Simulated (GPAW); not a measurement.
TaS2, 3 atoms in the cell. The structure is trigonal, space group P-3m1 (No. 164). Conventional cell: a = 3.350 Å, b = 3.350 Å, c = 5.860 Å, α = 90.00°, β = 90.00°, γ = 120.00°. Ta (site symmetry -3m) has 6 S at 2.43 Å as nearest neighbours. S (site symmetry 3m) is surrounded by 3 Ta at 2.43 Å. 

- Program: GPAW 26.7.0
- Task: relaxation of cell and atoms
- Functional: BLYP
- Dispersion: D3
- Potentials or basis: PAW data sets generated in the run's folder for this functional
- Cutoff: 600 eV
- Basis: pw
- k mesh: 7 × 7 × 4
- Occupations: fermi-dirac, width 0.05 eV
- Spin: no spin polarisation
- Eigensolver: davidson
- Maxiter: 150
- Optimizer: BFGS
- Fmax: 0.02 eV/Å
- Max steps: 40

Potentials or basis: PAW data sets generated in the run's folder for this functional, pw.

Command:

```bash
$ gpaw-setup -f BLYP S Ta
$ OMP_NUM_THREADS=1 python run.py
```

Hardware: 1 thread of Intel(R) Xeon(R) 6975P-C (Granite Rapids), on a shared host.

Q: How long does it take, and how much memory?

A: It took 110 s on 1 thread of Intel(R) Xeon(R) 6975P-C (Granite Rapids) (shared host), peak memory 0.33 GiB. Counts: scf iterations 118, plane waves 1931, bands 25, k points 28, ion steps 13.
